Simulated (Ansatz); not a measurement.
# Direction dependence of the hole masses of zincblende CdTe at Γ in LDA, with and without spin-orbit coupling

Before a model of hole transport or confinement in CdTe is set up, it must be decided whether one heavy-hole mass serves for all directions, and whether spin-orbit coupling may be left out. The LDA band curvatures at Γ along [100], [110] and [111] bear on both points. They are given as inverse masses relative to the free electron, positive for bands that curve downwards. One row stands apart. Without spin-orbit coupling the upper band along [110] has a mass of 2.590, the largest in the table, although the cubic invariant of [110] lies between those of [100] and [111], where the same band gives 0.508 and 1.100.

## Method

CdTe (zincblende), space group 216, 2 atoms in the cell, a known phase, held at the hand-typed lattice of a database entry (primitive vectors 4.583, 4.583, 4.583 angstrom) for every row; symmetry fixes all atomic positions. Ansatz 0.2.0 with its PAW potentials; plane waves, scalar-relativistic unless spin-orbit coupling is named, no spin polarisation, no Hubbard U. Functional LDA; cutoffs 420 eV, self-consistent k mesh 10x10x10. Masses are central differences along each direction at 0.008 1/angstrom (0.03 where the band is too flat for the smaller step); with spin-orbit coupling each band is the mean of its spin pair. Kohn-Sham gaps 0.23 eV with and 0.51 eV without spin-orbit coupling.

- cubic invariant: cubic invariant of the direction, x^2 y^2 + y^2 z^2 + z^2 x^2 of the unit vector.
- depth at Gamma (eV): depth of the band at Gamma below the valence top.
- inverse mass: inverse hole mass along the direction, free-electron mass over hole mass.
- hole mass (m_e): hole mass along the direction, in free-electron masses.

## Data

| member | band | cubic invariant | depth at Gamma (eV) | inverse mass | hole mass (m_e) |
| --- | --- | --- | --- | --- | --- |
| [100] | heavy hole, with spin-orbit coupling | 0.000 | 0.000 | 2.22 | 0.450 |
| [110] | heavy hole, with spin-orbit coupling | 0.250 | 0.000 | 1.27 | 0.786 |
| [111] | heavy hole, with spin-orbit coupling | 0.333 | 0.000 | 0.96 | 1.040 |
| [100] | light hole, with spin-orbit coupling | 0.000 | 0.000 | 34.01 | 0.029 |
| [110] | light hole, with spin-orbit coupling | 0.250 | 0.000 | 34.97 | 0.029 |
| [111] | light hole, with spin-orbit coupling | 0.333 | 0.000 | 35.21 | 0.028 |
| [100] | split-off hole, with spin-orbit coupling | 0.000 | 0.893 | 4.26 | 0.235 |
| [110] | split-off hole, with spin-orbit coupling | 0.250 | 0.893 | 4.26 | 0.235 |
| [111] | split-off hole, with spin-orbit coupling | 0.333 | 0.893 | 4.26 | 0.235 |
| [100] | upper band, without | 0.000 | 0.000 | 1.97 | 0.508 |
| [110] | upper band, without | 0.250 | 0.000 | 0.39 | 2.590 |
| [111] | upper band, without | 0.333 | 0.000 | 0.91 | 1.100 |
| [100] | middle band, without | 0.000 | 0.000 | 1.97 | 0.508 |
| [110] | middle band, without | 0.250 | 0.000 | 1.97 | 0.508 |
| [111] | middle band, without | 0.333 | 0.000 | 0.91 | 1.100 |
| [100] | lower band, without | 0.000 | 0.000 | 22.68 | 0.044 |
| [110] | lower band, without | 0.250 | 0.000 | 24.21 | 0.041 |
| [111] | lower band, without | 0.333 | 0.000 | 24.75 | 0.040 |

## The trend and its physics

With spin-orbit coupling the heavy hole becomes steadily heavier from [100] through [110] to [111], from 0.450 to 1.040. The Luttinger form describes this. The [100] and [111] rows give γ1 = (34.01 + 2.22) / 2 = 18.12, γ2 = (34.01 − 2.22) / 4 = 7.95 and γ3 = (35.21 − 0.96) / 4 = 8.56. The heavy-hole inverse mass is γ1 − 2√(γ2² + 3K(γ3² − γ2²)), where K is the cubic invariant. For [110], with K = 0.250, it follows as 18.12 − 2 × √(7.95² + 3 × 0.250 × (8.56² − 7.95²)) = 1.30, against 1.27 in the table.

Without spin-orbit coupling the valence top consists of three p orbitals. To second order in k, their inverse masses are the eigenvalues of a 3 × 3 matrix with diagonal elements A x² + B (y² + z²) and its permutations, and off-diagonal elements N xy and its permutations, where x, y, z are the components of the unit vector. Along [100] the orbital pointing along k has A = 22.68 and the two transverse ones have B = 1.97. Along [111] the transverse pair has T = (A + 2B − N) / 3 = 0.91.

Along [110] the two transverse orbitals are no longer equivalent. The one along [001] keeps B, as the middle band shows with 1.97. The one along [1−10] has (A + B − N) / 2, which equals (3T − B) / 2 = (3 × 0.91 − 1.97) / 2 = 0.38, a mass of about 2.6. The row that stands apart is therefore what the other two directions require.

## Outliers

The light hole hardly depends on direction (0.028 to 0.029), because its curvature comes mainly from the s-like conduction band, whose coupling is the same in all directions. It is lighter than the lower band without spin-orbit coupling, although it carries only two thirds of that coupling, because the gap is smaller: 22.68 × (2/3) × 0.51 / 0.23 = 33.5, near the tabulated 34.01. The split-off hole has 4.26 in all three directions, as a state of total angular momentum 1/2 must at this order in k.

## Review of the odd result

A straight line in the cubic invariant between [100] and [111] would put the upper band along [110] at 1.97 − (1.97 − 0.91) × 0.250 / 0.333 = 1.17, three times the tabulated 0.39. The suspects are a numerical error in a very flat band, the sorting by energy, and a real splitting of the transverse orbitals.

The cheapest check is a sum. The three inverse masses must add up to A + 2B in every direction. They give 1.97 + 1.97 + 22.68 = 26.62 along [100], 0.39 + 1.97 + 24.21 = 26.57 along [110] and 0.91 + 0.91 + 24.75 = 26.57 along [111]. An error of 0.78 in this row alone would have spoiled the agreement.

Sorting accounts for the apparent break. The mean of the two transverse bands along [110] is (0.39 + 1.97) / 2 = 1.18, almost on the straight line. The pair splits about this mean, and sorting assigns the flatter member to the upper band. The likely cause of the splitting is the p-like conduction states, which push the [001] orbital down away from Γ but by symmetry leave the [1−10] orbital alone.

Next in cost is a second step length along [110]. With ħ²/2m_e of roughly 3.8 eV Å², the band falls by 3.8 × 0.39 × 0.03² = 0.0013 eV over the larger step. A true curvature would stay near 0.39 as the step shrinks, a fourth-order term would fade with the square of the step, and energy noise would grow as its inverse square.

An orbital projection at the displaced point costs little more. Te p character along [1−10] in the upper band and along [001] in the middle one would confirm the assignment; the reverse would contradict it.

A denser self-consistent mesh or a higher cutoff costs most. Either may shift A, B and N, but the relation (3T − B) / 2 should survive. A shift of the [110] row away from it would point to a numerical fault.

## What to take away

One heavy-hole mass does not serve for all directions: with spin-orbit coupling the [111] mass is 1.040 / 0.450 = 2.3 times the [100] mass. Nor can the coupling be left out, since it mixes the two transverse orbitals and brings the heaviest [110] mass from 2.590 down to 0.786. The Luttinger form holds near Γ, for hole energies well below the splitting of 0.893 eV and, for the light hole, well below the gap of 0.23 eV.

The gap error outweighs the warping of the light hole. LDA gaps lie below measured ones, and the light mass scales roughly with the gap, so a doubled gap alone would raise it from 0.029 to about 0.06.

[On method and selection: Runs that did not converge, have known faults or may not be shown are not listed, and runs on Ansatz's PAW sets soft_1 and soft_2 are kept to separate tables.]
